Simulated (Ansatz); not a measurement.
# TiAl: the cost of one run

Method: DFT PBE, scalar-relativistic, plane waves, PAW, in Ansatz 0.2.0.

1 further run of the same task is left out (set aside as unsound or not needed).

### 1 The system as given

The structure is tetragonal, space group P4/mmm (No. 123). Conventional cell: a = 2.822 Å, b = 2.822 Å, c = 4.077 Å, α = 90.00°, β = 90.00°, γ = 90.00°. Around Ti (site symmetry 4/mmm) lie 4 Ti at 2.82 Å and 8 Al at 2.85 Å. Around Al (site symmetry 4/mmm) lie 4 Al at 2.82 Å and 8 Ti at 2.85 Å.

Structure file:

```cif
data_structure
_symmetry_space_group_name_H-M 'P 1'
_symmetry_Int_Tables_number 1
_cell_length_a 2.8221
_cell_length_b 2.8221
_cell_length_c 4.0768
_cell_angle_alpha 90.000
_cell_angle_beta 90.000
_cell_angle_gamma 90.000
_cell_volume 32.47
loop_
_atom_site_label
_atom_site_type_symbol
_atom_site_fract_x
_atom_site_fract_y
_atom_site_fract_z
_atom_site_occupancy
Ti1 Ti 0.00000 0.00000 0.00000 1
Al1 Al 0.50000 0.50000 0.50000 1
```

It is the result of an earlier relaxation at this level (volume 16.23 Å³/atom; gap on the mesh: none (metal)).

### 2 Bands, states and charges

Contents of input.yaml:

```yaml
crystal:
  lattice:
    - [2.8220914054, 0.0, 0.0]
    - [0.0, 2.8220914054, 0.0]
    - [0.0, 0.0, 4.076765125]
  atoms:
    - { symbol: Ti, position: [0.0, 0.0, 0.0] }
    - { symbol: Al, position: [0.5, 0.5, 0.5] }
basis:
  ecutwfc: 420
kpoints:
  mp_grid: { grid: [14, 14, 10] }
  band_path:
    path:
      - [[0.0, 0.0, 0.0], [0.0, 0.5, 0.0], [0.5, 0.5, 0.0], [0.0, 0.0, 0.0], [0.0, 0.0, 0.5], [0.0, 0.5, 0.5], [0.5, 0.5, 0.5], [0.0, 0.0, 0.5]]
      - [[0.0, 0.5, 0.0], [0.0, 0.5, 0.5]]
      - [[0.5, 0.5, 0.0], [0.5, 0.5, 0.5]]
    npoints: 14
hamiltonian:
  xc: pbe
scf:
  occupations: { method: gaussian, width: 0.1 }
  n_extra_bands: 6
output:
  forces: true
  stress: true
  eigenvalues: true
  populations: true
  dos: { projected: true, de: 0.02, nscf_kmesh: { grid: [21, 21, 15] } }
  bader: true
  write_density: true
  write_potential: true
  elf: true
  volumetric_format: npy
```

Started as:

```
> ansatz run input.yaml --threads 1 --pin off --max-ram 2560MiB --backend cpu --events-out ev --progress --plain --runs-dir out
```

**Question.** How long does this run take on 1 thread of AMD EPYC 9R45 (Zen 5), shared host, and how much memory does it need?

About 13 s, with a peak of 0.47 GiB.
